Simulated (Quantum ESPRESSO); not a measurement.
The system is PbO (Litharge).

```xyz
4
Lattice="3.9900 0.0000 0.0000 0.0000 3.9900 0.0000 0.0000 0.0000 5.0100" Properties=species:S:1:pos:R:3 pbc="T T T"
Pb    1.9950    0.0000    3.8076
Pb    0.0000    1.9950    1.2024
O     1.9950    1.9950    0.0000
O     0.0000    0.0000    0.0000
```

Program: Quantum ESPRESSO 7.5. Alike in all runs: no spin polarisation; cell as given; smearing fermi-dirac 0.05 eV. Hardware: 2 MPI ranks on Arm Neoverse V2, on a shared host.

Task: Order these runs on this cell by their wall time, lowest first.
A. task band structure; level LDA; potentials or basis GBRV 1.5 LDA; k mesh 7 × 7 × 6; cutoff (eV) 612; form of the LDA correlation PZ81; SCF threshold 8e-10 Ry
B. task single point; level PBEsol; potentials or basis GBRV 1.5 PBEsol; k mesh 7 × 7 × 6; cutoff (eV) 612; SCF threshold 8e-10 Ry
C. task band structure; level r2SCAN; potentials or basis SG15 PBE 1.2; k mesh 5 × 5 × 4; cutoff (eV) 1197; SCF threshold 1e-08 Ry; symmetry off

Result: B (42 s), A (130 s), C (480 s).
